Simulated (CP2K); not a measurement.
Runs of CP2K 2026.2 on CdSe. It takes space group F-43m (No. 216, cubic). The conventional cell has a = 6.141 Å, b = 6.141 Å, c = 6.141 Å, α = 90.00°, β = 90.00°, γ = 90.00°. Cd (site symmetry -43m) has 4 Se at 2.66 Å as nearest neighbours. Around Se (site symmetry -43m) lie 4 Cd at 2.66 Å. Measurements of this composition are mostly on another form, of space group No. 186.

```csv
level,cutoff of the non-local correlation (Ry),gap on the mesh (eV),pressure (GPa)
PW91,-,0.52,(b)
r2SCAN,-,0.68,-0.7
LDA,-,0.26,-1.6
rev-vdW-DF2,300,(c),1.2
RPBE,-,0.70,(a)
```

Alike in all rows: task band structure; potentials or basis POTENTIAL_UZH Cd GTH-PBE-q12, Se GTH-PBE-q6; TZVP-MOLOPT-PBE-GTH basis; no spin polarisation; cell as given; k mesh 8 × 8 × 8; smearing fermi-dirac 0.05 eV.

Question: Fill in the values left out.

Answer: (a) 3.2; (b) 1.7; (c) 0.42.

Caveats: the potentials were made for another functional, which shifts forces and pressure; the basis of atomic orbitals isn't converged, which shifts pressures, moduli and gaps.

A k mesh can miss the band edges, and the runs leave out spin-orbit coupling on Cd, Se.

Runs at the PBE level aren't shown here.
